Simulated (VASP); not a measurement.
# Ge (Fd-3m) in VASP: notebook

The runs below take Ge through single point, with PBEsol.

Program: VASP 6.6.1. These are calculated values, not measurements. Logs are shortened: lines on timing, memory, paths and dates and some standing lists are left out, and cuts for length are marked.

### 1 The undisturbed crystal

Symmetry: Fd-3m, No. 227, cubic system. Conventional cell: a = 5.658 Å, b = 5.658 Å, c = 5.658 Å, α = 90.00°, β = 90.00°, γ = 90.00°. Ge (site symmetry -43m) has 4 Ge at 2.45 Å as nearest neighbours.

### 2 Single point, PBEsol (grid = ENCUT=500 dk=0.45 cell=3x3x2 ISMEAR=0 SIGMA=0.05 LREAL=Auto EDIFF=1e-06)

INCAR reads:

```
PREC = Accurate
ENCUT = 500
EDIFF = 1E-6
ISMEAR = 0
SIGMA = 0.05
LREAL = Auto
LASPH = True
NELM = 120
ALGO = Fast
ISIF = 2
LWAVE = False
LCHARG = False
GGA = PS
NBANDS = 264
NCORE = 1
KPAR = 2
```

KPOINTS reads:

```
Automatic mesh
0
Gamma
  2 2 3
```

POSCAR reads:

```
Ge
1.0
    0.0000000000      8.4867300000      8.4867300000
    8.4867300000      0.0000000000      8.4867300000
    5.6578200000      5.6578200000      0.0000000000
Ge
36
Direct
    0.2500000000      0.2500000000      0.3750000000
    0.2500000000      0.2500000000      0.8750000000
    0.2500000000      0.5833333333      0.3750000000
    0.2500000000      0.5833333333      0.8750000000
    0.2500000000      0.9166666667      0.3750000000
    0.2500000000      0.9166666667      0.8750000000
    0.5833333333      0.2500000000      0.3750000000
    0.5833333333      0.2500000000      0.8750000000
    0.5833333333      0.5833333333      0.3750000000
    0.5833333333      0.5833333333      0.8750000000
    0.5833333333      0.9166666667      0.3750000000
    0.5833333333      0.9166666667      0.8750000000
    0.9166666667      0.2500000000      0.3750000000
    0.9166666667      0.2500000000      0.8750000000
    0.9166666667      0.5833333333      0.3750000000
    0.9166666667      0.5833333333      0.8750000000
    0.9166666667      0.9166666667      0.3750000000
    0.9166666667      0.9166666667      0.8750000000
    0.1666666667      0.1666666667      0.2500000000
    0.1666666667      0.1666666667      0.7500000000
    0.1666666667      0.5000000000      0.2500000000
    0.1666666667      0.5000000000      0.7500000000
    0.1666666667      0.8333333333      0.2500000000
    0.1666666667      0.8333333333      0.7500000000
    0.5000000000      0.1666666667      0.2500000000
    0.5000000000      0.1666666667      0.7500000000
    0.5000000000      0.5000000000      0.2500000000
    0.5000000000      0.5000000000      0.7500000000
    0.5000000000      0.8333333333      0.2500000000
    0.5000000000      0.8333333333      0.7500000000
    0.8333333333      0.1666666667      0.2500000000
    0.8333333333      0.1666666667      0.7500000000
    0.8333333333      0.5000000000      0.2500000000
    0.8333333333      0.5000000000      0.7500000000
    0.8333333333      0.8333333333      0.2500000000
    0.8333333333      0.8333333333      0.7500000000
```

Potentials or basis: VASP PAW PBE potentials, release 64 (Ge_d).

Run with:

```console
> cat potpaw_PBE.64/Ge_d/POTCAR > POTCAR
> mpirun -np 4 vasp_std > vasp.out
```

OUTCAR:

```text
PREC = Accurate
   ENCUT = 500
   EDIFF = 1E-6
   ISMEAR = 0
   LREAL = Auto
   LASPH = True
   NELM = 120
   ISIF = 2
   GGA = PS

 Found      6 irreducible k-points:

 Following reciprocal coordinates:
            Coordinates               Weight
  0.000000  0.000000  0.000000      1.000000
  0.500000  0.000000  0.000000      2.000000
  0.500000  0.500000  0.000000      1.000000
  0.000000  0.000000  0.333333      2.000000
  0.500000  0.000000  0.333333      4.000000
  0.500000  0.500000  0.333333      2.000000
   k-points           NKPTS =      6   k-points in BZ     NKDIM =      6   number of bands    NBANDS=    264
   number of dos      NEDOS =    301   number of ions     NIONS =     36
   total plane-waves  NPLWV = 486000
   dimension x,y,z NGX =    90 NGY =   90 NGZ =   60
   dimension x,y,z NGXF=   180 NGYF=  180 NGZF=  120
   ions per type =              36
   NGX,Y,Z   is equivalent  to a cutoff of  12.47, 12.47, 12.47 a.u.
   NGXF,Y,Z  is equivalent  to a cutoff of  24.93, 24.93, 24.93 a.u.
 SYSTEM =  unknown system
   PREC   = accura    normal or accurate (medium, high low for compatibility)
   ISTART =      0    job   : 0-new  1-cont  2-samecut
   ICHARG =      2    charge: 1-file 2-atom 10-const
   ISPIN  =      1    spin polarized calculation?
   LNONCOLLINEAR =      F non collinear calculations
   LSORBIT =      F    spin-orbit coupling
   LASPH  =      T    aspherical Exc in radial PAW
   ENCUT  =  500.0 eV  36.75 Ry    6.06 a.u.  21.88 21.88 14.59*2*pi/ulx,y,z
   NELM   =    120;   NELMIN=  2; NELMDL= -5     # of ELM steps
   EDIFF  = 0.1E-05   stopping-criterion for ELM
   LREAL  =      T    real-space projection
   EDIFFG = 0.1E-04   stopping-criterion for IOM
   NSW    =      0    number of steps for IOM
   IBRION =     -1    ionic relax: 0-MD 1-quasi-New 2-CG
   NFREE  =      0    steps in history (QN), initial steepest desc. (CG)
   ISIF   =      2    stress and relaxation
   ISYM   =      2    0-nonsym 1-usesym 2-fastsym
   POTIM  = 0.5000    time-step for ionic-motion
   TEBEG  =    0.0;   TEEND  =   0.0 temperature during run
   PSTRESS=    0.0 pullay stress
   NELECT =     504.0000    total number of electrons
   NUPDOWN=      -1.0000    fix difference up-down
   EMIN   =  10.00;   EMAX   =-10.00  energy-range for DOS
   EFERMI =   0.00;   METHOD = LEGACY
   ISMEAR =     0;   SIGMA  =   0.05  broadening in eV -4-tet -1-fermi 0-gaus
   EFERMI_NEDOS =   21; number of points for ismear=-14 and -15
   IALGO  =     68    algorithm
   IMIX   =      4    mixing-type and parameters
     AMIX     =   0.40;   BMIX     =  1.00
     AMIX_MAG =   1.60;   BMIX_MAG =  1.00
  volume/ion in A,a.u.               =      22.64       152.78
  Fermi-wavevector in a.u.,A,eV,Ry     =   1.394756  2.635708 26.468033  1.945346
  Thomas-Fermi vector in A             =   2.518275
   LORBIT       =      0    0 simple, 1 ext, 2 COOP (PROOUT), +10 PAW based schemes
   GGA     = PS    functional components
   LHFCALC =     F    Hartree Fock is set to
   AEXX    =    0.0000 exact exchange contribution
   IVDW    =     0    specifies the selected vdW correction
   LEPSILON=     F    determine dielectric tensor
   LRPA    =     F    only Hartree local field effects (RPA)
 non-spin polarized calculation
 RMM-DIIS sequential band-by-band and
 Gauss-broadening in eV      SIGMA  =   0.05
  energy-cutoff  :      500.00
  volume of cell :      815.00
 maximum number of plane-waves:     20740
 NGX is ok and might be reduce to    90
   NGX = 43   NGY = 43   NGZ = 29

 number of electron     504.0000394 magnetization

 Free energy of the ion-electron system (eV)
  ---------------------------------------------------
  ext. energy  EPLUGINS =         0.00000000
  ---------------------------------------------------
  free energy    TOTEN  =      -176.89767053 eV

  energy without entropy =     -176.88996165  energy(sigma->0) =     -176.89381609

 E-fermi :   4.8941     XC(G=0): -10.1222

 val. band max:        4.8720322606   @ k =   0.0000   0.0000   0.0000
 cond. band min:       4.9925354301   @ k =   0.5000   0.5000   0.0000
 fundamental gap:      0.1205031695
 Fermi energy:         4.8941316833

 k-point     1 :       0.0000    0.0000    0.0000
  band No.  band energies     occupation
      1     -19.9406      2.00000
      2     -19.9406      2.00000
      3     -19.9381      2.00000
      4     -19.9381      2.00000
      5     -19.9322      2.00000
      6     -19.9322      2.00000
[... 256 lines left out ...]
    263       5.8357      0.00000
    264       6.2317      0.00000

 k-point     2 :       0.5000    0.0000    0.0000
  band No.  band energies     occupation
      1     -19.9335      2.00000
      2     -19.9335      2.00000
      3     -19.9335      2.00000
      4     -19.9335      2.00000
      5     -19.9322      2.00000
      6     -19.9322      2.00000
[... 256 lines left out ...]
    263       6.5340      0.00000
    264       7.4798      0.00000

 k-point     3 :       0.5000    0.5000    0.0000
  band No.  band energies     occupation
      1     -19.9381      2.00000
      2     -19.9381      2.00000
      3     -19.9322      2.00000
      4     -19.9322      2.00000
      5     -19.9322      2.00000
      6     -19.9322      2.00000
[... 256 lines left out ...]
    263       6.4558      0.00000
    264       6.4839      0.00000

 k-point     4 :       0.0000    0.0000    0.3333
  band No.  band energies     occupation
      1     -19.9405      2.00000
      2     -19.9405      2.00000
      3     -19.9405      2.00000
      4     -19.9405      2.00000
      5     -19.9405      2.00000
      6     -19.9381      2.00000
[... 256 lines left out ...]
    263       6.5446      0.00000
    264       6.5873      0.00000

 k-point     5 :       0.5000    0.0000    0.3333
  band No.  band energies     occupation
      1     -19.9381      2.00000
      2     -19.9381      2.00000
      3     -19.9381      2.00000
      4     -19.9335      2.00000
      5     -19.9335      2.00000
      6     -19.9322      2.00000
[... 256 lines left out ...]
    263       7.4817      0.00000
    264       7.5179      0.00000

 k-point     6 :       0.5000    0.5000    0.3333
  band No.  band energies     occupation
      1     -19.9381      2.00000
      2     -19.9381      2.00000
      3     -19.9335      2.00000
      4     -19.9335      2.00000
      5     -19.9335      2.00000
      6     -19.9335      2.00000
[... 256 lines left out ...]
    263       7.5317      0.00000
    264       7.7205      0.00000

------------------------ aborting loop because EDIFF is reached ----------------------------------------

  FORCE on cell =-STRESS in cart. coord.  units (eV):
  Direction    XX          YY          ZZ          XY          YZ          ZX
  --------------------------------------------------------------------------------------
  -------------------------------------------------------------------------------------
  Total        2.7602224      2.7602224      2.7546827      0.0131979      0.0013816      0.0013817
  in kB        5.4261871      5.4261871      5.4152968      0.0259451      0.0027160      0.0027162
  external PRESSURE =       5.4225570 kB  Pullay stress =       0.0000000 kB

 VOLUME and BASIS-vectors are now :
 -----------------------------------------------------------------------------
  energy-cutoff  :      500.00
  volume of cell :      815.00
      direct lattice vectors                 reciprocal lattice vectors
     0.000000000  8.486730000  8.486730000    -0.058915507  0.058915507  0.058915507
     8.486730000  0.000000000  8.486730000     0.058915507 -0.058915507  0.058915507
     5.657820000  5.657820000  0.000000000     0.088373260  0.088373260 -0.088373260

 POSITION                                       TOTAL-FORCE (eV/Angst)
 -----------------------------------------------------------------------------------
      4.24336      4.24336      4.24336         0.000029      0.000029     -0.000007
      7.07227      7.07227      4.24336         0.000029      0.000029     -0.000007
      7.07227      4.24336      7.07227         0.000029      0.000029     -0.000007
      9.90118      7.07227      7.07227         0.000029      0.000029     -0.000007
      9.90119      4.24336      9.90119         0.000029      0.000029     -0.000007
     12.73010      7.07227      9.90119         0.000029      0.000029     -0.000007
[... 28 lines left out ...]
      8.48673      8.48673     14.14455        -0.000029     -0.000029      0.000007
     11.31564     11.31564     14.14455        -0.000029     -0.000029      0.000007
 -----------------------------------------------------------------------------------
    total drift:                                0.000005      0.000005      0.000011

  FREE ENERGIE OF THE ION-ELECTRON SYSTEM (eV)
  ---------------------------------------------------
  free  energy   TOTEN  =      -176.8976705251 eV

  energy  without entropy=     -176.8899616503  energy(sigma->0) =     -176.89381609
```

Wall time 19 min (4 MPI ranks of AMD EPYC 9R14 (Zen 4), shared host); peak memory 0.87 GiB.

The run converged, but some of its settings lie outside the range that counts as converged, so its numbers aren't taken as properties of the crystal.

What came out:

```yaml
Free_energy: -176.8977 eV
Pressure: 0.5 GPa
Band_gap_on_the_k_mesh: none (metal or under the smearing width)
```

Caveat: the PAW data sets were made with another functional, which shifts forces and pressure a little.

### 3 Single point, PBEsol (grid = ENCUT=350 dk=1.6 cell=3x3x2 ISMEAR=0 SIGMA=0.05 LREAL=Auto EDIFF=1e-06)

INCAR reads:

```
SYSTEM = Ge
  PREC = Accurate
  ENCUT = 350
  EDIFF = 1E-6
  ISMEAR = 0
  SIGMA = 0.05
  LREAL = Auto
  LASPH = .True.
  NELM = 120
  ALGO = Fast
  ISIF = 2
  LWAVE = .False.
  LCHARG = .False.
  GGA = PS
  NBANDS = 256
  NCORE = 2
  KPAR = 1
```

KPOINTS reads:

```
regular mesh
0
Gamma
  1 1 1
  0 0 0
```

POSCAR: that of step 2 with these lines changed.

```diff
@@ -6,5 +6,4 @@
 Ge
-36
+35
 Direct
-    0.2500000000      0.2500000000      0.3750000000
     0.2500000000      0.2500000000      0.8750000000
```

Potentials or basis: VASP PAW PBE potentials, release 64 (Ge_d).

Run with:

```console
> cat potpaw_PBE.64/Ge_d/POTCAR > POTCAR
> mpirun -np 4 vasp_std > vasp.out
```

OUTCAR:

```text
SYSTEM = Ge
   PREC = Accurate
   ENCUT = 350
   EDIFF = 1E-6
   ISMEAR = 0
   LREAL = Auto
   LASPH = .True.
   NELM = 120
   ISIF = 2
   GGA = PS

 Found      1 irreducible k-points:

 Following reciprocal coordinates:
            Coordinates               Weight
  0.000000  0.000000  0.000000      1.000000
   k-points           NKPTS =      1   k-points in BZ     NKDIM =      1   number of bands    NBANDS=    256
   number of dos      NEDOS =    301   number of ions     NIONS =     35
   total plane-waves  NPLWV = 320000
   dimension x,y,z NGX =    80 NGY =   80 NGZ =   50
   dimension x,y,z NGXF=   160 NGYF=  160 NGZF=  100
   ions per type =              35
[... 335 lines left out ...]
  Total       25.9036727     25.9036727     -0.8654598     14.4684429      5.7330984      5.7330992
  in kB       50.9227715     50.9227715     -1.7013654     28.4428090     11.2704196     11.2704211
  external PRESSURE =      33.3813925 kB  Pullay stress =       0.0000000 kB

 VOLUME and BASIS-vectors are now :
 -----------------------------------------------------------------------------
  energy-cutoff  :      350.00
  volume of cell :      815.00
      direct lattice vectors                 reciprocal lattice vectors
     0.000000000  8.486730000  8.486730000    -0.058915507  0.058915507  0.058915507
     8.486730000  0.000000000  8.486730000     0.058915507 -0.058915507  0.058915507
     5.657820000  5.657820000  0.000000000     0.088373260  0.088373260 -0.088373260

 POSITION                                       TOTAL-FORCE (eV/Angst)
 -----------------------------------------------------------------------------------
      7.07227      7.07227      4.24336        -0.218185     -0.218185      0.849139
      7.07227      4.24336      7.07227        -0.296226      0.118947      0.067259
      9.90118      7.07227      7.07227        -0.085959      0.214464      0.098347
      9.90119      4.24336      9.90119         0.017345      0.193596      0.243116
     12.73010      7.07227      9.90119        -0.160339     -0.048689      0.380141
      4.24336      7.07227      7.07227         0.118947     -0.296226      0.067259
[... 27 lines left out ...]
      8.48673      8.48673     14.14455        -0.051349     -0.051349      0.187416
     11.31564     11.31564     14.14455         0.086082      0.086082     -0.347464
 -----------------------------------------------------------------------------------
    total drift:                               -0.006135     -0.006135      0.005736

  FREE ENERGIE OF THE ION-ELECTRON SYSTEM (eV)
  ---------------------------------------------------
  free  energy   TOTEN  =      -156.2203972733 eV

  energy  without entropy=     -156.1840761685  energy(sigma->0) =     -156.20223672
```

stdout:

```text
POSCAR found type information on POSCAR Ge
 POSCAR found :  1 types and      35 ions
 scaLAPACK will be used
 -----------------------------------------------------------------------------
|                                                                             |
[... 20 lines left out ...]
WARNING in EDDRMM: call to ZHEGV failed, returncode =   8  4    110
WARNING in EDDRMM: call to ZHEGV failed, returncode =   8  4    115
 num prob  num prob  num prob  num prob  num prob RMM:  93    -0.156220379025E+03    0.81216E-05   -0.14752E-05   315   0.175E-03    0.102E-01
 num prob  num prob  num prob RMM:  95    -0.156220372770E+03    0.36483E-05   -0.84146E-06   149   0.129E-03    0.102E-01
 num prob  num prob  num prob RMM:  96    -0.156220398269E+03   -0.25499E-04   -0.75328E-06   280   0.189E-03    0.102E-01
 num prob  num prob RMM:  97    -0.156220397273E+03    0.99555E-06   -0.65228E-06   190   0.212E-03
```

Run time: 11 min. Hardware: 4 MPI ranks of Intel Xeon Platinum 8488C (Sapphire Rapids), shared host; peak memory 0.3 GiB.

These settings aren't checked as converged: the numbers below hold their error.

Results:

* Free energy: -156.2204 eV
* Largest force: 0.903 eV/Å
* Band gap on the k mesh: 0.07 eV, direct

Caveat: the cutoff is under 1.25 times the usual one of these potentials, so pressure, stress and relaxed cells hold a basis-set (Pulay) error; the PAW data sets were made with another functional, which shifts forces and pressure a little.

(Part 1 of 2 ends here.)
